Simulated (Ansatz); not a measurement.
What holds solid H2 together

All numbers below come from Ansatz 0.2.0, DFT PBE+D3(BJ), scalar-relativistic, plane waves, PAW.

Cutoff 420 eV; k points 6×6×4 on the computed 4-atom cell (Γ-centred); Gaussian smearing, width 0.02 eV; no spin polarisation.

```cif
data_structure
_symmetry_space_group_name_H-M 'Cmce'
_symmetry_Int_Tables_number 64
_cell_length_a 4.7568
_cell_length_b 4.5082
_cell_length_c 4.5124
_cell_angle_alpha 90.000
_cell_angle_beta 90.000
_cell_angle_gamma 90.000
_cell_volume 96.77
loop_
_atom_site_label
_atom_site_type_symbol
_atom_site_symmetry_multiplicity
_atom_site_Wyckoff_symbol
_atom_site_fract_x
_atom_site_fract_y
_atom_site_fract_z
_atom_site_occupancy
H1 H 8 f 0.50000 0.56000 0.05771 1
```

The relaxed cell holds 2 H2 at 24.2 Å³ each. Per molecule the crystal lies 0.0487 eV below the molecule frozen in its crystal shape, and that shape lies 0.0000 eV above the relaxed free molecule.

Task: Put the lattice energy together, estimate the enthalpy of sublimation and the cohesive energy density, and say what binds the crystal.

Result: E_latt = −0.0487 + 0.0000 = -0.0487 eV = -4.7 kJ/mol: the molecule pays 0.0 % of its binding as strain. For rigid molecules with classical lattice modes the gas has 5/2 RT of translation and rotation plus RT of pV, the crystal 5 RT in its lattice modes, so ΔH_sub ≈ −E_latt − (3/2)RT = 4.7 − 3.7 = 1.0 kJ/mol at 298 K (a solid that melts lower is measured colder, with a smaller RT term). The cohesive energy density is −E_latt per molar volume, 4.7 kJ/mol / 14.6 cm³/mol = 323 MPa, and its root, 18 MPa^½, is the solid's counterpart of a solubility parameter (the liquid's is smaller). The D3 term adds -0.035 eV between molecules, 72 % of the binding at this geometry. The share depends on the functional that the correction is paired with. The Kohn–Sham gap is 10.11 eV in the free molecule, 10.11 eV in the molecule frozen in its crystal shape and 9.24 eV on the crystal's mesh. From the frozen molecule to the crystal it shows a narrowing, by band width and the neighbours' field; the polarisation that lowers true ionisation gaps in solids isn't in these levels.

Quantum lattice modes, thermal expansion and changes of the internal vibrations are left out, each worth up to a few kJ/mol.

Cost: 3 runs of about 0.14 core-minutes in all, on Arm Neoverse V1 (shared hosts).